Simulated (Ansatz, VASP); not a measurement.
# MgS (Niningerite): VASP beside Ansatz

```xyz
2
Lattice="0.0000 2.5493 2.5493 2.5493 0.0000 2.5493 2.5493 2.5493 0.0000" Properties=species:S:1:pos:R:3 pbc="T T T"
Mg    0.0000    0.0000    0.0000
S     2.5493    2.5493    2.5493
```

Alike in both runs: functional r2SCAN; k mesh 10 × 10 × 10; occupations fermi-dirac, width 0.02 eV; no spin polarisation.

Ansatz relaxed the structure, and its values are those at the end. VASP's run is a single point on that final structure, the one shown.

|  | VASP | Ansatz |
| --- | --- | --- |
| version | VASP 6.6.1 | Ansatz 0.2.0 |
| potentials or method | VASP PAW PBE potentials, release 64 (Mg, S) | PAW plane waves |
| plane-wave cutoff (eV) | 520 | 500 |
| valence electrons in the cell | 8 | 16 |

VASP gave:

| Quantity | Value |
| --- | --- |
| gap on the k mesh at the Fermi level (eV) | 3.56 |
| pressure (GPa) | 5.0 |

Problem. What did Ansatz give for the same quantities?

Solution. gap on the k mesh at the Fermi level (eV): 3.60; pressure (GPa): 5.6.

With one functional, cell and mesh, what is left measures potentials, basis and numerics. The two sets of potentials don't hold the same shells in valence. Ansatz warned: «stress_scf_threshold_loose».

Caveats: the PAW data sets were made with another functional, which shifts forces and pressure a little (VASP). r2SCAN opens gaps a little over a GGA but as a rule still falls short of measured ones. A k mesh can miss the band edges.
